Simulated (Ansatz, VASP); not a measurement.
## Two plane-wave programs on ZnAu

```
CELL_PARAMETERS angstrom
3.14700 0.00000 0.00000
0.00000 3.14700 0.00000
0.00000 0.00000 3.14700
ATOMIC_POSITIONS crystal
Zn 0.50000 0.50000 0.50000
Au 0.04500 0.00000 0.00000
```

Alike in both runs: task single point; functional LDA; k mesh 5 × 5 × 5; occupations fermi-dirac, width 0.15 eV; no spin polarisation.

|  | VASP | Ansatz |
| --- | --- | --- |
| version | VASP 6.6.1 | Ansatz 0.2.0 |
| potentials or method | VASP PAW LDA potentials, release 64 (Zn, Au) | plane waves, PAW |
| plane-wave cutoff (eV) | 520 | 463 |
| valence electrons in the cell | 23 | 31 |

|  | VASP | Ansatz | Ansatz less VASP |
| --- | --- | --- | --- |
| gap on the k mesh at the Fermi level (eV) | none | none | - |
| rms of the force components (eV/Å) | 0.246 | 0.235 | -0.0103 |

Atom by atom the forces differ by 0.010 eV/Å (rms over components). A gap of «none» marks a metal or a gap that the smearing closes. The two sets of potentials don't hold the same shells in valence.

Caveats: the k mesh is coarse (spacing up to 0.40 Å⁻¹), so the values aren't converged. Spin-orbit coupling is left out, which matters for the levels of Au.
